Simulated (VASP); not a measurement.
# Ba (Im-3m) in VASP: notebook

The runs below take Ba through relaxation of cell and atoms, with PBEsol, RPBE.

Program: VASP 6.6.1. These are calculated values, not measurements. Logs are shortened: lines on timing, memory, paths and dates and some standing lists are left out, and cuts for length are marked.

### Step 1. Starting point

Symmetry: Im-3m, No. 229, cubic system. The conventional cell has a = 5.025 Å, b = 5.025 Å, c = 5.025 Å, α = 90.00°, β = 90.00°, γ = 90.00°. Ba (site symmetry m-3m) has 8 Ba at 4.35 Å as nearest neighbours.

### Step 2. Relaxation of cell and atoms, PBEsol

Contents of INCAR:

```
PREC = Accurate ; ENCUT = 580
EDIFF = 1E-7 ; ISMEAR = 0
SIGMA = 0.1 ; LREAL = F
LASPH = T ; NELM = 60
ALGO = Normal ; ISIF = 3
LWAVE = F ; LCHARG = F
GGA = PS ; IBRION = 2
NSW = 90 ; EDIFFG = -0.005
```

Contents of KPOINTS:

```
Automatic mesh
0
Gamma
  12 12 12
```

Contents of POSCAR:

```
Ba
1.0
   -2.5125000000      2.5125000000      2.5125000000
    2.5125000000     -2.5125000000      2.5125000000
    2.5125000000      2.5125000000     -2.5125000000
Ba
1
Direct
    0.0000000000      0.0000000000      0.0000000000
```

Potentials or basis: VASP PAW PBE potentials, release 64 (Ba_sv).

On the command line:

```
> cat potpaw_PBE.64/Ba_sv/POTCAR > POTCAR
> mpirun -np 1 vasp_std > vasp.out
```

OUTCAR:

```text
PREC = Accurate
   ENCUT = 580
   EDIFF = 1E-7
   ISMEAR = 0
   LREAL = F
   LASPH = T
   NELM = 60
   ISIF = 3
   GGA = PS
   IBRION = 2
   NSW = 90
   EDIFFG = -0.005

 ion  position               nearest neighbor table
   1  0.000  0.000  0.000-

  LATTYP: Found a body centered cubic cell.
 ALAT       =     5.0250000000

  Lattice vectors:

 A1 = (  -2.5125000000,   2.5125000000,   2.5125000000)
 A2 = (   2.5125000000,  -2.5125000000,   2.5125000000)
 A3 = (   2.5125000000,   2.5125000000,  -2.5125000000)

Analysis of symmetry for initial positions (statically):
=====================================================================
 Subroutine PRICEL returns:
 Original cell was already a primitive cell.

 Routine SETGRP: Setting up the symmetry group for a
 body centered cubic supercell.

 Subroutine GETGRP returns: Found 48 space group operations
 (whereof 48 operations were pure point group operations)
 out of a pool of 48 trial point group operations.

The static configuration has the point symmetry O_h .

Analysis of symmetry for dynamics (positions and initial velocities):
=====================================================================
 Subroutine PRICEL returns:
 Original cell was already a primitive cell.

 Routine SETGRP: Setting up the symmetry group for a
 body centered cubic supercell.

 Subroutine GETGRP returns: Found 48 space group operations
 (whereof 48 operations were pure point group operations)
 out of a pool of 48 trial point group operations.

The dynamic configuration has the point symmetry O_h .

 Subroutine INISYM returns: Found 48 space group operations
 (whereof 48 operations are pure point group operations),
 and found     1 'primitive' translations

----------------------------------------------------------------------------------------

                                     Primitive cell

  volume of cell :      63.4422

  direct lattice vectors                    reciprocal lattice vectors
    -2.512500000  2.512500000  2.512500000     0.000000000  0.199004975  0.199004975
     2.512500000 -2.512500000  2.512500000     0.199004975  0.000000000  0.199004975
     2.512500000  2.512500000 -2.512500000     0.199004975  0.199004975  0.000000000

  length of vectors
     4.351777654  4.351777654  4.351777654     0.281435535  0.281435535  0.281435535

  position of ions in fractional coordinates (direct lattice)
     0.000000000  0.000000000  0.000000000

  ion indices of the primitive-cell ions
   primitive index   ion index
                 1           1

----------------------------------------------------------------------------------------

 KPOINTS: Automatic mesh

Automatic generation of k-mesh.
 Grid dimensions read from file:
 generate k-points for:   12   12   12

 Generating k-lattice:

  Cartesian coordinates                     Fractional coordinates (reciprocal lattice)
     0.000000000  0.016583748  0.016583748     0.083333333  0.000000000  0.000000000
     0.016583748  0.000000000  0.016583748     0.000000000  0.083333333  0.000000000
     0.016583748  0.016583748  0.000000000     0.000000000  0.000000000  0.083333333

  Length of vectors
     0.023452961  0.023452961  0.023452961

  Shift w.r.t. Gamma in fractional coordinates (k-lattice)
     0.000000000  0.000000000  0.000000000

 Subroutine IBZKPT returns following result:
 ===========================================

 Found     72 irreducible k-points:

 Following reciprocal coordinates:
            Coordinates               Weight
  0.000000  0.000000  0.000000      1.000000
  0.083333  0.000000  0.000000     12.000000
  0.166667  0.000000  0.000000     12.000000
  0.250000  0.000000  0.000000     12.000000
  0.333333  0.000000  0.000000     12.000000
  0.416667  0.000000  0.000000     12.000000
[... 16 lines left out ...]
  0.333333  0.083333  0.083333     24.000000
  0.416667  0.083333  0.083333     12.000000
 [... further k-points ...]
   k-points           NKPTS =     72   k-points in BZ     NKDIM =     72   number of bands    NBANDS=      9
   number of dos      NEDOS =    301   number of ions     NIONS =      1
   total plane-waves  NPLWV =  46656
   dimension x,y,z NGX =    36 NGY =   36 NGZ =   36
   dimension x,y,z NGXF=    72 NGYF=   72 NGZF=   72
   ions per type =               1
   NGX,Y,Z   is equivalent  to a cutoff of  13.75, 13.75, 13.75 a.u.
   NGXF,Y,Z  is equivalent  to a cutoff of  27.51, 27.51, 27.51 a.u.
 SYSTEM =  unknown system
   PREC   = accura    normal or accurate (medium, high low for compatibility)
   ISTART =      0    job   : 0-new  1-cont  2-samecut
   ICHARG =      2    charge: 1-file 2-atom 10-const
   ISPIN  =      1    spin polarized calculation?
   LNONCOLLINEAR =      F non collinear calculations
   LSORBIT =      F    spin-orbit coupling
   LASPH  =      T    aspherical Exc in radial PAW
   ENCUT  =  580.0 eV  42.63 Ry    6.53 a.u.   8.55  8.55  8.55*2*pi/ulx,y,z
   NELM   =     60;   NELMIN=  2; NELMDL= -5     # of ELM steps
   EDIFF  = 0.1E-06   stopping-criterion for ELM
   LREAL  =      F    real-space projection
   EDIFFG = -.5E-02   stopping-criterion for IOM
   NSW    =     90    number of steps for IOM
   IBRION =      2    ionic relax: 0-MD 1-quasi-New 2-CG
   NFREE  =      1    steps in history (QN), initial steepest desc. (CG)
   ISIF   =      3    stress and relaxation
   ISYM   =      2    0-nonsym 1-usesym 2-fastsym
   POTIM  = 0.5000    time-step for ionic-motion
   TEBEG  =    0.0;   TEEND  =   0.0 temperature during run
   PSTRESS=    0.0 pullay stress
   NELECT =      10.0000    total number of electrons
   NUPDOWN=      -1.0000    fix difference up-down
   EMIN   =  10.00;   EMAX   =-10.00  energy-range for DOS
   EFERMI =   0.00;   METHOD = LEGACY
   ISMEAR =     0;   SIGMA  =   0.10  broadening in eV -4-tet -1-fermi 0-gaus
   EFERMI_NEDOS =   21; number of points for ismear=-14 and -15
   IALGO  =     38    algorithm
   IMIX   =      4    mixing-type and parameters
     AMIX     =   0.40;   BMIX     =  1.00
     AMIX_MAG =   1.60;   BMIX_MAG =  1.00
  volume/ion in A,a.u.               =      63.44       428.13
  Fermi-wavevector in a.u.,A,eV,Ry     =   0.884332  1.671146 10.640347  0.782043
  Thomas-Fermi vector in A             =   2.005218
   LORBIT       =      0    0 simple, 1 ext, 2 COOP (PROOUT), +10 PAW based schemes
   GGA     = PS    functional components
   LHFCALC =     F    Hartree Fock is set to
   AEXX    =    0.0000 exact exchange contribution
   IVDW    =     0    specifies the selected vdW correction
   LEPSILON=     F    determine dielectric tensor
   LRPA    =     F    only Hartree local field effects (RPA)
 conjugate gradient relaxation of ions
 non-spin polarized calculation
 Gauss-broadening in eV      SIGMA  =   0.10
  energy-cutoff  :      580.00
  volume of cell :       63.44
 maximum number of plane-waves:      2034
 NGX is ok and might be reduce to    36
   NGX = 17   NGY = 17   NGZ = 17

--------------------------------------- Ionic step        1  -------------------------------------------

 number of electron      10.0000001 magnetization

 Free energy of the ion-electron system (eV)
  ---------------------------------------------------
  ext. energy  EPLUGINS =         0.00000000
  ---------------------------------------------------
  free energy    TOTEN  =        -2.14119978 eV

  energy without entropy =       -2.13488281  energy(sigma->0) =       -2.13804130

------------------------ aborting loop because EDIFF is reached ----------------------------------------

  FORCE on cell =-STRESS in cart. coord.  units (eV):
  Direction    XX          YY          ZZ          XY          YZ          ZX
  --------------------------------------------------------------------------------------
  -------------------------------------------------------------------------------------
  Total       -0.2622104     -0.2622104     -0.2622104      0.0000000      0.0000000      0.0000000
  in kB       -6.6218953     -6.6218953     -6.6218953      0.0000000      0.0000000      0.0000000
  external PRESSURE =      -6.6218953 kB  Pullay stress =       0.0000000 kB
[... 90 lines left out ...]
  energy  without entropy=       -2.1454461657  energy(sigma->0) =       -2.14868088

--------------------------------------- Ionic step        4  -------------------------------------------

 number of electron       9.9999999 magnetization

 Free energy of the ion-electron system (eV)
  ---------------------------------------------------
  ext. energy  EPLUGINS =         0.00000000
  ---------------------------------------------------
  free energy    TOTEN  =        -2.15193242 eV

  energy without entropy =       -2.14547869  energy(sigma->0) =       -2.14870555

 E-fermi :   1.7826     XC(G=0):  -7.7522

 val. band max:        1.7599118968   @ k =  -0.3333   0.3333   0.3333
 cond. band min:       1.8045499745   @ k =  -0.4167  -0.4167   0.1667
 fundamental gap:      0.0446380777
 Fermi energy:         1.7826285137

 k-point     1 :       0.0000    0.0000    0.0000
  band No.  band energies     occupation
      1     -26.9503      2.00000
      2     -11.8329      2.00000
      3     -11.8329      2.00000
      4     -11.8329      2.00000
      5      -1.0169      2.00000
      6       3.6787      0.00000
      7       3.6787      0.00000
      8       3.6787      0.00000
      9       5.2183      0.00000
[... 265 lines left out ...]
 k-point    24 :       0.4167    0.0833    0.0833
  band No.  band energies     occupation
      1     -26.8887      2.00000
      2     -12.3840      2.00000
      3     -12.0486      2.00000
      4     -11.8775      2.00000
      5       1.1290      2.00000
      6       2.3679      0.00000
      7       3.0831      0.00000
      8       5.3420      0.00000
      9       5.8594      0.00000

 [... further k-points ...]

------------------------ aborting loop because EDIFF is reached ----------------------------------------

  FORCE on cell =-STRESS in cart. coord.  units (eV):
  Direction    XX          YY          ZZ          XY          YZ          ZX
  --------------------------------------------------------------------------------------
  -------------------------------------------------------------------------------------
  Total       -0.0003106     -0.0003106     -0.0003106      0.0000000      0.0000000      0.0000000
  in kB       -0.0085079     -0.0085079     -0.0085079      0.0000000      0.0000000      0.0000000
  external PRESSURE =      -0.0085079 kB  Pullay stress =       0.0000000 kB
[... 16 lines left out ...]
  FREE ENERGIE OF THE ION-ELECTRON SYSTEM (eV)
  ---------------------------------------------------
  free  energy   TOTEN  =        -2.1519324166 eV

  energy  without entropy=       -2.1454786877  energy(sigma->0) =       -2.14870555

 reached required accuracy - stopping structural energy minimisation
```

Wall time 81 s (1 thread of AMD EPYC 9R45 (Zen 5), shared host); peak memory 0.19 GiB.

Results:

```
Free energy                            : -2.1519 eV
Relaxed volume                         : 58.48 Å³/atom
Relaxed cell                           : a = 4.235 Å, b = 4.235 Å, c = 4.235 Å, α = 109.47°, β = 109.47°, γ = 109.47°
Space group after relaxing (to 0.05 Å) : Im-3m (No. 229)
Energy gained by relaxing              : 10.7 meV/atom
Ionic steps                            : 4
Pressure after relaxing                : 0.0 GPa
Band gap on the k mesh                 : none (metal or under the smearing width)
```

The path:
```tsv
step	energy change (eV)	largest force (eV/Å)	pressure (GPa)	volume (Å³)
1	0.0000	0.0000	-0.66	63.44
2	-0.0077	0.0000	-0.37	61.06
3	-0.0107	0.0000	-0.03	58.68
4	-0.0107	0.0000	0.00	58.48
```

Final structure:
```cif
data_structure
_symmetry_space_group_name_H-M 'P 1'
_symmetry_Int_Tables_number 1
_cell_length_a 4.2353
_cell_length_b 4.2353
_cell_length_c 4.2353
_cell_angle_alpha 109.471
_cell_angle_beta 109.471
_cell_angle_gamma 109.471
_cell_volume 58.48
loop_
_atom_site_label
_atom_site_type_symbol
_atom_site_fract_x
_atom_site_fract_y
_atom_site_fract_z
_atom_site_occupancy
Ba1 Ba 0.00000 0.00000 0.00000 1
```

Caveat: the PAW data sets were made with another functional, which shifts forces and pressure a little. Spin-orbit coupling is left out, which matters for the levels of Ba.

### Step 3. Relaxation of cell and atoms, PBEsol

Edit INCAR of step 2 so:

```diff
@@ -1,2 +1,2 @@
-PREC = Accurate ; ENCUT = 580
+PREC = Accurate ; ENCUT = 480
 EDIFF = 1E-7 ; ISMEAR = 0
```

KPOINTS is that of step 2.

POSCAR is that of step 2.

Potentials or basis: VASP PAW PBE potentials, release 64 (Ba_sv).

On the command line:

```
> cat potpaw_PBE.64/Ba_sv/POTCAR > POTCAR
> mpirun -np 1 vasp_std > vasp.out
```

Wall time 55 s (1 thread of AMD EPYC 9R45 (Zen 5), shared host); peak memory 0.18 GiB.

The run converged. Its results:

- Free energy: -2.1519 eV
- Relaxed volume: 58.49 Å³/atom
- Relaxed cell: a = 4.235 Å, b = 4.235 Å, c = 4.235 Å, α = 109.47°, β = 109.47°, γ = 109.47°
- Space group after relaxing (to 0.05 Å): Im-3m (No. 229)
- Energy gained by relaxing: 10.7 meV/atom
- Ionic steps: 4
- Pressure after relaxing: 0.0 GPa
- Band gap on the k mesh: none (metal or under the smearing width)

Step by step:
```
step  energy change (eV)  largest force (eV/Å)  pressure (GPa)  volume (Å³)
   1              0.0000                0.0000           -0.66        63.44
   2             -0.0077                0.0000           -0.37        61.07
   3             -0.0107                0.0000           -0.03        58.68
   4             -0.0107                0.0000            0.00        58.49
```

Final structure:
```
Ba
1.0
    -2.44534    2.44534    2.44534
     2.44534   -2.44534    2.44534
     2.44534    2.44534   -2.44534
Ba
1
Direct
  0.00000 0.00000 0.00000
```

Levels at points of the mesh, in eV from the Fermi level:
```csv
k point,band 3,band 4,band 5,band 6,band 7,band 8
"(0.00, 0.00, 0.00)",-13.62,-13.62,-2.80,1.90,1.90,1.90
"(0.50, 0.00, 0.00)",-13.80,-13.62,-0.95,0.66,1.50,3.42
"(0.50, 0.50, 0.50)",-14.02,-14.02,-0.64,-0.64,4.72,4.72
```

Caveat: the PAW data sets were made with another functional, which shifts forces and pressure a little. Spin-orbit coupling is left out, which matters for the levels of Ba.

### Step 4. Relaxation of cell and atoms, RPBE

Contents of INCAR:

```
PREC = Accurate ; ENCUT = 600
EDIFF = 1E-7 ; ISMEAR = 0
SIGMA = 0.1 ; LREAL = F
LASPH = T ; NELM = 60
ALGO = Normal ; ISIF = 3
LWAVE = F ; LCHARG = F
GGA = RP ; IBRION = 2
NSW = 90 ; EDIFFG = -0.005
```

KPOINTS is that of step 3.

POSCAR is that of step 3.

On the command line:

```
> cat potpaw_PBE.64/Ba_sv/POTCAR > POTCAR
> mpirun -np 1 vasp_std > vasp.out
```

Wall time 87 s (1 thread of AMD EPYC 9R45 (Zen 5), shared host); peak memory 0.2 GiB.

It converged, with:

- Free energy: -1.6909 eV
- Relaxed volume: 68.78 Å³/atom
- Relaxed cell: a = 4.470 Å, b = 4.470 Å, c = 4.470 Å, α = 109.47°, β = 109.47°, γ = 109.47°
- Space group after relaxing (to 0.05 Å): Im-3m (No. 229)
- Energy gained by relaxing: 11.2 meV/atom
- Ionic steps: 4
- Pressure after relaxing: 0.0 GPa
- Band gap on the k mesh: none (metal or under the smearing width)

The path:
| step | energy change (eV) | largest force (eV/Å) | pressure (GPa) | volume (Å³) |
| --- | --- | --- | --- | --- |
| 1 | 0.0000 | 0.0000 | 0.71 | 63.44 |
| 2 | -0.0084 | 0.0000 | 0.34 | 66.05 |
| 3 | -0.0112 | 0.0000 | -0.03 | 69.05 |
| 4 | -0.0112 | 0.0000 | 0.00 | 68.78 |

Final structure:
```cif
data_structure
_symmetry_space_group_name_H-M 'P 1'
_symmetry_Int_Tables_number 1
_cell_length_a 4.4705
_cell_length_b 4.4705
_cell_length_c 4.4705
_cell_angle_alpha 109.471
_cell_angle_beta 109.471
_cell_angle_gamma 109.471
_cell_volume 68.78
loop_
_atom_site_label
_atom_site_type_symbol
_atom_site_fract_x
_atom_site_fract_y
_atom_site_fract_z
_atom_site_occupancy
Ba1 Ba 0.00000 0.00000 0.00000 1
```

Levels at points of the mesh, in eV from the Fermi level:
| k point | band 2 | band 3 | band 4 | band 5 | band 6 | band 7 | band 8 | band 9 |
| --- | --- | --- | --- | --- | --- | --- | --- | --- |
| (0.00, 0.00, 0.00) | -14.08 | -14.08 | -14.08 | -2.68 | 1.77 | 1.77 | 1.77 | 3.03 |
| (0.50, 0.00, 0.00) | -14.42 | -14.19 | -14.08 | -0.82 | 0.73 | 0.98 | 2.98 | 3.51 |
| (0.50, 0.50, 0.50) | -14.32 | -14.32 | -14.32 | -0.43 | -0.43 | 3.96 | 3.96 | 3.96 |

Caveat: the PAW data sets were made with another functional, which shifts forces and pressure a little. The run has no spin-orbit coupling, so splittings on Ba are missing.

### Step 5. Summary

```csv
level,cutoff (eV),gap on the mesh (eV),pressure (GPa),relaxed volume (Å³/atom)
PBEsol,580,none,0.0,58.48
PBEsol,480,none,0.0,58.49
RPBE,600,none,0.0,68.78
```

Alike in all rows: task relaxation of cell and atoms; potentials or basis VASP PAW PBE potentials, release 64 (Ba_sv); no spin polarisation; cell relaxed; k mesh 12 × 12 × 12; smearing gaussian 0.1 eV.

Caveats: the PAW data sets were made with another functional, which shifts forces and pressure a little.

Absolute energies hang on the potentials; compare differences alone.
